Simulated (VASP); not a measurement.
Write the native input for VASP 6.6.1 that does the following.

| Property | Result |
| --- | --- |
| Task | single point |
| Functional | PBE |
| Potentials or basis | VASP PAW PBE potentials, release 64 (Ta_pv) |
| Cutoff | 300 eV |
| k mesh | 14 × 14 × 14 |
| Occupations | gaussian, width 0.1 eV |
| Spin | no spin polarisation |
| Further INCAR settings | ALGO = Fast; EDIFF = 1e-07; NBANDS = 12 |

The structure of Ta lies in POSCAR:

```
Ta
1.0
   -1.6512800000      1.6512800000      1.6512800000
    1.6512800000     -1.6512800000      1.6512800000
    1.6512800000      1.6512800000     -1.6512800000
Ta
1
Direct
    0.0000000000      0.0000000000      0.0000000000
```

These files were run (other wordings do the same):

INCAR

```
PREC     = Accurate       # precision mode
ENCUT    = 300            # plane-wave cutoff, eV
EDIFF    = 1E-7           # SCF threshold, eV
ISMEAR   = 0              # smearing method
SIGMA    = 0.1            # smearing width, eV
LREAL    = F              # projectors in reciprocal space
LASPH    = T              # aspherical terms in the spheres
NELM     = 80             # most SCF steps
ALGO     = Fast           # electronic algorithm
ISIF     = 2              # what is computed and relaxed
LWAVE    = F              # write WAVECAR
LCHARG   = F              # write CHGCAR
GGA      = PE             # functional
NBANDS   = 12             # bands
```

KPOINTS

```
regular mesh
0
Gamma
  14 14 14
```

Potentials or basis: VASP PAW PBE potentials, release 64 (Ta_pv).

Run with:

```sh
$ cat potpaw_PBE.64/Ta_pv/POTCAR > POTCAR
$ mpirun -np 1 vasp_std > vasp.out
```

It gave:

```json
{
  "Pressure": "2.6 GPa",
  "Band gap on the k mesh": "none (metal or under the smearing width)"
}
```

It used 5 s of CPU time on 1 thread of Intel(R) Xeon(R) Platinum 8559C (Emerald Rapids), on a shared host, which was overloaded at the time.
